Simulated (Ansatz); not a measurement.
# C2H4O2: the cost of one run

Method: UKS CAM-B3LYP-D4/STO-3G, in Ansatz 0.2.0.

## Step 1: Starting point

Bond lengths: O2–C3 1.268 Å, C3–C4 1.479 Å, C3–O5 1.267 Å, C4–H6 1.087 Å, C4–H7 1.091 Å, C4–H8 1.086 Å. Angles: O2–C3–C4 126.0°, O2–C3–O5 108.4°, C4–C3–O5 125.6°, C3–C4–H6 110.0°, C3–C4–H7 108.6°, C3–C4–H8 110.1°, H6–C4–H7 108.1°, H6–C4–H8 111.1°, H7–C4–H8 108.9°.

Structure file:

```xyz
8

H    -0.4798   -0.6824   -1.8297
O     0.3145    0.2871   -1.5565
C    -0.1092   -0.1789   -0.4565
C     0.2369    0.3239    0.8904
O    -0.8968   -1.1391   -0.7058
H     1.2719    0.6547    0.9100
H    -0.3970    1.1827    1.1147
H     0.0594   -0.4481    1.6334
```

## Step 2: Run 1

150 steps of 0.5 fs at constant energy, with velocities drawn for 100 K.

File input.yaml:

```yaml
crystal:
  periodic: [false, false, false]
  atoms:
    - { symbol: H, position_ang: [-0.4798, -0.6824, -1.8297] }
    - { symbol: O, position_ang: [0.3145, 0.2871, -1.5565] }
    - { symbol: C, position_ang: [-0.1092, -0.1789, -0.4565] }
    - { symbol: C, position_ang: [0.2369, 0.3239, 0.8904] }
    - { symbol: O, position_ang: [-0.8968, -1.1391, -0.7058] }
    - { symbol: H, position_ang: [1.2719, 0.6547, 0.91] }
    - { symbol: H, position_ang: [-0.397, 1.1827, 1.1147] }
    - { symbol: H, position_ang: [0.0594, -0.4481, 1.6334] }
magnetization:
  spin_polarized: true
basis:
  gaussian: { orbitals: STO-3G }
hamiltonian:
  xc: cam_b3lyp
  dispersion: d4
md:
  timestep: 0.5
  n_steps: 150
  ensemble: nve
  temperature: 100.0
  initial_velocities: maxwell_boltzmann
  seed: 865
```

Started as:

```console
$ ansatz run input.yaml --threads 1 --pin off --max-ram 2048MiB --backend cpu --events-out ev --progress --plain --runs-dir out
```

What time and memory should one allow on 1 thread of Arm Neoverse V1, shared host?

About 4.6 min, with a peak of 0.1 GiB.
